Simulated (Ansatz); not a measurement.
# Al2Ni3: the cost of one run

Method: DFT PBE, scalar-relativistic, plane waves, PAW, in Ansatz 0.2.0.

2 further runs of the same task are left out: 1 that didn't finish, 1 set aside as unsound or not needed.

## Step 1: The starting structure

The structure is cubic, space group Pm-3m (No. 221). Conventional cell: a = 3.949 Å, b = 3.949 Å, c = 3.949 Å, α = 90.00°, β = 90.00°, γ = 90.00°. Al (site symmetry m-3m) is surrounded by 12 Ni at 2.79 Å. Al (site symmetry m-3m) is surrounded by 6 Ni at 1.97 Å. Ni (site symmetry 4/mmm) has 2 Al at 1.97 Å in its first shell of neighbours.

Structure file:

```cif
data_structure
_symmetry_space_group_name_H-M 'Pm-3m'
_symmetry_Int_Tables_number 221
_cell_length_a 3.9495
_cell_length_b 3.9495
_cell_length_c 3.9495
_cell_angle_alpha 90.000
_cell_angle_beta 90.000
_cell_angle_gamma 90.000
_cell_volume 61.61
loop_
_atom_site_label
_atom_site_type_symbol
_atom_site_symmetry_multiplicity
_atom_site_Wyckoff_symbol
_atom_site_fract_x
_atom_site_fract_y
_atom_site_fract_z
_atom_site_occupancy
Al1 Al 1 b 0.50000 0.50000 0.50000 1
Al2 Al 1 a 0.00000 0.00000 0.00000 1
Ni1 Ni 3 d 0.50000 0.00000 0.00000 1
```

A structure generator made this guess: species swapped into a database cell of Tl2F3 (Pm-3m, No. 221), with Al on the Tl sites and Ni on the F sites. Its size is a rough estimate.

## Step 2: The guess as it stands, on a coarse mesh

input.yaml reads:

```yaml
crystal:
  lattice:
    - [3.94949011, 0.0, 0.0]
    - [0.0, 3.94949011, 0.0]
    - [0.0, 0.0, 3.94949011]
  atoms:
    - { symbol: Al, position: [0.5, 0.5, 0.5] }
    - { symbol: Al, position: [0.0, 0.0, 0.0] }
    - { symbol: Ni, position: [0.5, 0.0, 0.0], spin: 2.0 }
    - { symbol: Ni, position: [0.0, 0.5, 0.0], spin: 2.0 }
    - { symbol: Ni, position: [0.0, 0.0, 0.5], spin: 2.0 }
basis:
  ecutwfc: 420
kpoints:
  mp_grid: { grid: [4, 4, 4] }
hamiltonian:
  xc: pbe
scf:
  occupations: { method: gaussian, width: 0.1 }
  lower_state_search: "off"
output:
  forces: true
  stress: true
  eigenvalues: true
  populations: true
magnetization:
  spin_polarized: true
```

Command:

```
ansatz run input.yaml --threads 1 --pin off --max-ram 2560MiB --backend cpu --events-out ev --progress --plain --runs-dir out
```

**Question.** How long does this run take on 1 thread of Intel Xeon Platinum 8375C at 2.90GHz (Ice Lake), shared host, and how much memory does it need?

About 3.4 s, with a peak of 0.39 GiB.
